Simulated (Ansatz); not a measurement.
Input, command and steps of an Ansatz relaxation.

```yaml
crystal:
  lattice:
    - [2.7918297602, 0.0, 0.0]
    - [0.0, 5.0465912153, 0.0]
    - [0.0, 0.0, 4.8126792569]
  atoms:
    - { symbol: Au, position: [0.0, 0.3361360518, 0.75] }
    - { symbol: Au, position: [0.5, 0.1638639482, 0.25] }
    - { symbol: Au, position: [0.5, 0.8361360518, 0.75] }
    - { symbol: Au, position: [0.0, 0.6638639482, 0.25] }
basis:
  ecutwfc: 420
kpoints:
  mp_grid: { grid: [18, 10, 12] }
hamiltonian:
  xc: pbesol
scf:
  occupations: { method: gaussian, width: 0.1 }
output:
  forces: true
  stress: true
  eigenvalues: true
relax:
  adjacent_minimum: "off"
  f_tol: 0.008
  max_steps: 40
  cell: { stress_tol: 0.015, fix: [a, angles] }
```

```bash
ansatz run input.yaml --threads 1 --pin off --max-ram 2560MiB --backend cpu --events-out ev --progress --plain --runs-dir out
```

Theory: DFT PBEsol, scalar-relativistic, plane waves, PAW in Ansatz.

Of 5 frames 4 are shown, positions in Å and forces in eV/Å; the SCF threshold varies from step to step. Steps run on the plane waves of an earlier cell, with a Pulay correction in the pressure. The basis is chosen afresh for the last frame, the zero of the energies, and at times for earlier ones too; energy and pressure can step there, also at an unchanged geometry. Where two frames share a geometry here, they differ by under 2 meV/atom and 0.3 GPa.

```xyz
4
Lattice="2.7918 0.0000 0.0000 0.0000 5.0466 0.0000 0.0000 0.0000 4.8127" Properties=species:S:1:pos:R:3:forces:R:3 pbc="T T T" step=1 free_energy_over_end_meV_per_atom=0.19 pressure_GPa=1.04
Au    0.0000    1.6963    3.6095    0.0000    0.0150    0.0000
Au    1.3959    0.8270    1.2032    0.0000   -0.0150    0.0000
Au    1.3959    4.2196    3.6095    0.0000    0.0150    0.0000
Au    0.0000    3.3502    1.2032    0.0000   -0.0150    0.0000
4
Lattice="2.7918 0.0000 0.0000 0.0000 5.0406 0.0000 0.0000 0.0000 4.8357" Properties=species:S:1:pos:R:3:forces:R:3 pbc="T T T" step=2 free_energy_over_end_meV_per_atom=0.08 pressure_GPa=0.45
Au    0.0000    1.7012    3.6268    0.0000    0.0031    0.0000
Au    1.3959    0.8191    1.2089    0.0000   -0.0031    0.0000
Au    1.3959    4.2215    3.6268    0.0000    0.0031    0.0000
Au    0.0000    3.3394    1.2089    0.0000   -0.0031    0.0000
4
Lattice="2.7918 0.0000 0.0000 0.0000 5.0331 0.0000 0.0000 0.0000 4.8323" Properties=species:S:1:pos:R:3:forces:R:3 pbc="T T T" step=3 free_energy_over_end_meV_per_atom=0.01 pressure_GPa=0.82
Au    0.0000    1.6998    3.6242    0.0000    0.0010    0.0000
Au    1.3959    0.8167    1.2081    0.0000   -0.0010    0.0000
Au    1.3959    4.2164    3.6242    0.0000    0.0010    0.0000
Au    0.0000    3.3332    1.2081    0.0000   -0.0010    0.0000
4
Lattice="2.7918 0.0000 0.0000 0.0000 5.0326 0.0000 0.0000 0.0000 4.8321" Properties=species:S:1:pos:R:3:forces:R:3 pbc="T T T" step=5 free_energy_over_end_meV_per_atom=0.00 pressure_GPa=0.84
Au    0.0000    1.7003    3.6241    0.0000    0.0001    0.0000
Au    1.3959    0.8160    1.2080    0.0000   -0.0001    0.0000
Au    1.3959    4.2166    3.6241    0.0000    0.0001    0.0000
Au    0.0000    3.3323    1.2080    0.0000   -0.0001    0.0000
```

The run took 8.2 min on 1 thread of AMD EPYC (Zen 3), with other jobs on the host, peak memory 1.1 GiB.

Spin–orbit coupling is left out, which can shift energies with elements as heavy as these.